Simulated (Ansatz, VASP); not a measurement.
**LiCl in VASP and in Ansatz**

File INCAR:

```
SYSTEM = LiCl
  PREC = Accurate
  ENCUT = 520
  EDIFF = 1E-7
  ISMEAR = 0
  SIGMA = 0.02
  LREAL = .False.
  LASPH = .True.
  NELM = 100
  ALGO = Normal
  ISIF = 2
  LWAVE = .False.
  LCHARG = .False.
  GGA = PE
  NBANDS = 12
```

File KPOINTS:

```
Automatic mesh
0
Gamma
  8 8 8
  0 0 0
```

File POSCAR:

```
LiCl
1.0
    0.0000000000      2.5744533106      2.5744533106
    2.5744533106      0.0000000000      2.5744533106
    2.5744533106      2.5744533106      0.0000000000
Li Cl
1 1
Direct
    0.5000000000      0.5000000000      0.5000000000
    0.0000000000      0.0000000000      0.0000000000
```

Input for Ansatz:

```yaml
crystal:
  lattice:
    - [0.0, 2.5744533106, 2.5744533106]
    - [2.5744533106, 0.0, 2.5744533106]
    - [2.5744533106, 2.5744533106, 0.0]
  atoms:
    - { symbol: Li, position: [0.5, 0.5, 0.5] }
    - { symbol: Cl, position: [0.0, 0.0, 0.0] }
basis:
  ecutwfc: 420
kpoints:
  mp_grid: { grid: [8, 8, 8] }
  band_path: { path: [VBM, CBM], npoints: 2 }
hamiltonian:
  xc: pbe
scf:
  occupations: { method: gaussian, width: 0.02 }
output:
  forces: false
  stress: false
  eigenvalues: true
checkpoint:
  read: start.run
  write: ck
  compress: false
  write_wavefunctions: false
  write_every: 100000
```

The cell was built by a generator and needn't be a form met in nature.

Alike in both runs: task single point; functional PBE; k mesh 8 × 8 × 8; occupations gaussian, width 0.02 eV; no spin polarisation.

|  | VASP | Ansatz |
| --- | --- | --- |
| version | VASP 6.6.1 | Ansatz 0.2.0 |
| potentials or method | VASP PAW PBE potentials, release 64 (Li_sv, Cl) | scalar-relativistic, plane waves, PAW |
| plane-wave cutoff (eV) | 520 | 420 |
| valence electrons in the cell | 10 | 10 |

VASP gave:

* gap on the k mesh at the Fermi level (eV): 6.28
* least direct gap on the mesh (eV): 6.28

Question: Estimate Ansatz's values.

Answer: gap on the k mesh at the Fermi level (eV): 6.26; least direct gap on the mesh (eV): 6.26.

 A k mesh can miss the band edges. As with any semilocal functional, this PBE gap is likely too small.
